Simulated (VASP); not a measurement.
Crystal: SnSe2.

```
CELL_PARAMETERS angstrom
3.81100 0.00000 0.00000
-1.90550 3.30042 0.00000
0.00000 0.00000 6.13600
ATOMIC_POSITIONS crystal
Sn 0.00000 0.00000 0.00000
Se 0.66667 0.33333 0.75100
Se 0.33333 0.66667 0.24900
```

```yaml
Program: VASP 6.6.1
Task: relaxation of cell and atoms
Functional: BEEF-vdW
Potentials_or_basis: VASP PAW PBE potentials, release 64 (Sn_d, Se)
Cutoff: 600 eV
k_mesh: 8 × 8 × 5
Occupations: fermi-dirac, width 0.05 eV
Spin: no spin polarisation
```

At the start: pressure 6.5 GPa; volume 25.73 Å³/atom.

Q: Where does the relaxation end?

A: Over 14 steps the energy falls by 53.1 meV/atom and the volume is 29.69 Å³/atom (+15.4 %); space group P-3m1 (No. 164, to 0.05 Å).

Step by step:
```csv
step,energy change (eV),largest force (eV/Å),pressure (GPa),volume (Å³)
1,0.0000,0.9223,6.53,77.18
2,-0.0708,0.6534,-3.24,89.49
3,-0.1471,0.0781,0.04,83.87
4,-0.1471,0.0602,0.15,83.73
5,-0.1478,0.0590,0.16,83.89
6,-0.1497,0.0521,0.11,84.35
7,-0.1529,0.0373,0.08,85.27
8,-0.1574,0.0004,0.07,87.12
9,-0.1566,0.1122,0.14,90.80
10,-0.1587,0.0580,0.13,88.81
11,-0.1565,0.1358,-0.61,90.24
12,-0.1591,0.0022,-0.08,89.22
13,-0.1591,0.0013,0.09,88.90
14,-0.1592,0.0006,0.00,89.07
```

Final structure:
```
CELL_PARAMETERS angstrom
3.90328 0.00000 0.00000
-1.95164 3.38034 0.00000
0.00000 0.00000 6.75067
ATOMIC_POSITIONS crystal
Sn 0.00000 0.00000 0.00000
Se 0.66667 0.33333 0.76297
Se 0.33333 0.66667 0.23703
```

Caveat: the volume moved by over 15 % at a fixed basis, so the end points are rough; the PAW data sets were made with another functional, which shifts forces and pressure a little; the volume moved by +15 % from the deposited cell, more than functionals usually miss.
